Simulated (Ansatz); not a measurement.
Ti3SiC2:
```cif
data_C4Si2Ti6
_chemical_formula_sum 'Si2 C4 Ti6'
_space_group_name_H-M_alt 'P 1'
_space_group_IT_number 1
_cell_length_a 3.02016
_cell_length_b 3.02016
_cell_length_c 17.43493
_cell_angle_alpha 90.000
_cell_angle_beta 90.000
_cell_angle_gamma 120.000
loop_
_space_group_symop_operation_xyz
  'x, y, z'
loop_
_atom_site_label
_atom_site_type_symbol
_atom_site_fract_x
_atom_site_fract_y
_atom_site_fract_z
_atom_site_occupancy
Si1 Si 0.00000 0.00000 0.25000 1
Si2 Si 0.00000 0.00000 0.75000 1
C1 C 0.33333 0.66667 0.57223 1
C2 C 0.66667 0.33333 0.07223 1
C3 C 0.33333 0.66667 0.92777 1
C4 C 0.66667 0.33333 0.42777 1
Ti1 Ti 0.33333 0.66667 0.13503 1
Ti2 Ti 0.66667 0.33333 0.63503 1
Ti3 Ti 0.33333 0.66667 0.36497 1
Ti4 Ti 0.66667 0.33333 0.86497 1
Ti5 Ti 0.00000 0.00000 0.00000 1
Ti6 Ti 0.00000 0.00000 0.50000 1
```

Relaxed with LDA.

Problem. Which orbitals make up the states near the Fermi level in LDA in the plane-wave PAW code Ansatz?

Solution. Within 0.5 eV of the Fermi level: Ti 3d 82 %, Si 3p 8 %, C 2p 6 %. Projections are on Löwdin-orthogonalised atomic valence shells; empty p or d shells of many metals are not among them.

Problem. Tabulate the density of states.

Solution. States/eV per cell of 12 atoms, in 0.25 eV bins, energy from the Fermi level.

```
E (eV)  total  Ti 3d  C 2p  Si 3p
------  -----  -----  ----  -----
-7.85    0.91   0.12  0.01   0.20
-7.60    0.92   0.12  0.01   0.19
-7.35    0.94   0.13  0.02   0.19
-7.10    1.00   0.14  0.02   0.18
-6.85    1.13   0.17  0.02   0.16
-6.60    1.46   0.23  0.03   0.13
-6.35    0.83   0.15  0.01   0.08
-6.10    0.67   0.14  0.02   0.05
-5.85    0.70   0.17  0.12   0.06
-5.60    1.38   0.40  0.51   0.14
-5.35    2.25   0.69  0.91   0.15
-5.10    2.92   0.91  1.22   0.18
-4.85    4.79   1.51  2.02   0.39
-4.60    4.51   1.40  1.83   0.50
-4.35    3.86   1.09  1.34   0.77
-4.10    8.81   2.46  3.78   1.12
-3.85    4.50   1.24  2.11   0.56
-3.60    7.27   1.94  3.30   1.26
-3.35    7.97   2.90  3.61   0.73
-3.10   11.11   4.61  5.32   0.57
-2.85   17.17   7.74  7.82   0.95
-2.60   14.92   6.59  6.33   1.37
-2.35    5.59   2.57  1.95   0.74
-2.10   10.26   4.66  1.84   3.17
-1.85   10.35   4.71  2.67   2.47
-1.60    6.85   3.38  1.71   1.45
-1.35    4.83   2.86  0.73   1.01
-1.10    3.29   2.27  0.28   0.57
-0.85    2.69   1.96  0.17   0.42
-0.60    2.14   1.68  0.10   0.26
-0.35    2.54   2.06  0.13   0.22
-0.10    3.79   3.11  0.21   0.25
0.15     3.84   3.13  0.22   0.29
0.40     3.64   2.96  0.22   0.31
0.65     4.02   3.41  0.21   0.29
0.90     4.51   3.43  0.39   0.47
1.15     7.68   5.97  0.60   0.73
1.40     9.19   7.38  0.64   0.71
1.65     9.85   7.87  0.69   0.76
1.90    11.07   8.84  0.88   0.70
2.15     7.51   6.08  0.51   0.53
2.40     7.01   5.91  0.35   0.40
2.65    10.84   9.37  0.60   0.37
2.90    16.55  14.57  0.80   0.56
3.15    11.33   9.84  0.59   0.46
3.40    10.74   8.26  0.94   0.68
3.65    10.63   7.73  1.15   0.90
3.90    10.03   6.70  1.82   0.82
4.15     9.72   6.01  1.90   0.99
4.40     7.56   4.27  1.46   0.84
4.65    10.03   5.33  2.18   1.05
```

Space group P6_3/mmc. The cell was relaxed with LDA under the symmetry of its start; of distortions, only those at the zone centre were tested. The run is not spin-polarised.

Potentials: the later of the program's two PAW sets.
